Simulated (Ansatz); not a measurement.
**Ir: energy along a strain**

Ir, Fm-3m, a = 3.871 Å. Ansatz: PBE, PAW, 420 eV, Γ-centred 26×26×26 mesh on 1 atom, Gaussian smearing 0.15 eV; no spin polarisation. Cell vectors (Å): 0.000 1.935 1.935; 1.935 0.000 1.935; 1.935 1.935 0.000. The cell is strained by x per cent times the pattern (0 0 0 0 0 1) in the order xx yy zz yz xz xy (engineering shears), with fractional coordinates held. y is the free energy over the start, V0 = 14.498 Å³/atom. Symmetry makes y even in x.

```tsv
x (%)	y (meV/atom)
-4.00	?
-2.00	4.70
0.00	0.00
1.00	1.17
3.00	10.58
3.50	14.40
```

Fit y = c2 x² + c4 x⁴ to the other rows, get the stiffness along the pattern, and predict the missing energy.

Least squares on the rows shown. y = 1.1747 x² + 7.1894×10⁻⁵ x⁴. The clamped-ion stiffness p·C·p = 2 × 11.75 eV × 160.2 / 14.498 Å³ = 260 GPa, which is C66 in these axes (C44 of the cubic crystal). At x = -4.00 the fit asked for gives 18.81 meV/atom. The run gave 18.82 meV/atom, so the fit is 0.01 meV/atom too low, a small miss on the scale of the series.

Spin–orbit coupling is left out, which can shift energies with elements as heavy as these.

Cost: 6 runs of about 2.2 core-minutes in all, on Intel Xeon Platinum 8259CL (Skylake/Cascade Lake) (shared hosts).